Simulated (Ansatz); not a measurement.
**La2O3 and the effect of the pressure**

The cell as given:

```
La O
1.0
     6.26678    0.00000    0.00000
    -3.13339    5.42719    0.00000
     0.00000    0.00000    3.29977
La O
2 3
Direct
  0.66667 0.33333 0.50000
  0.33333 0.66667 0.50000
  0.50801 0.00000 0.00000
  0.00000 0.50801 0.00000
  0.49199 0.49199 0.00000
```

The cell comes from a database or a generator and needn't be the stable form of this composition.

Kept alike: task relaxation of cell and atoms; functional PBEsol; k mesh 4 × 4 × 6; occupations fermi-dirac, width 0.05 eV; no spin polarisation. Program: Ansatz, Ansatz PAW, cutoff 420 eV. The mesh is that of the run's cell of 5 atoms. No spin-orbit coupling.

| pressure, P (GPa) | volume (Å³/atom) | first edge of the run's cell (Å) | third edge of the run's cell (Å) |
| --- | --- | --- | --- |
| 0 | 22.376 | 6.303 | 3.252 |
| 2 | 21.906 | 6.245 | 3.243 |
| 5 | 21.275 | 6.165 | 3.231 |
| 10 | 20.365 | 6.043 | 3.220 |

The relaxations keep at least the cell's symmetry (P-62m). The runs follow the start's structure, whether or not it is the stable one at these pressures. Ansatz's relaxations hold a Pulay term in the stress (up to 0.4 GPa here). P is the pressure aimed at, which the runs meet within some hundredths to tenths of a GPa. All rows use potentials made for PBE.

The volume falls from 22.376 to 20.365 Å³/atom between 0 and 10 GPa. The volume falls ever more slowly, since the solid stiffens under load. At the pressures aimed at, which the runs meet within some tenths of a GPa, the step from 0 to 5 GPa gives a mean bulk modulus near 99 GPa, the last step 114 GPa. The first edge of the run's cell falls from 6.303 to 6.043 Å between 0 and 10 GPa. The third edge of the run's cell falls from 3.252 to 3.220 Å between 0 and 10 GPa.
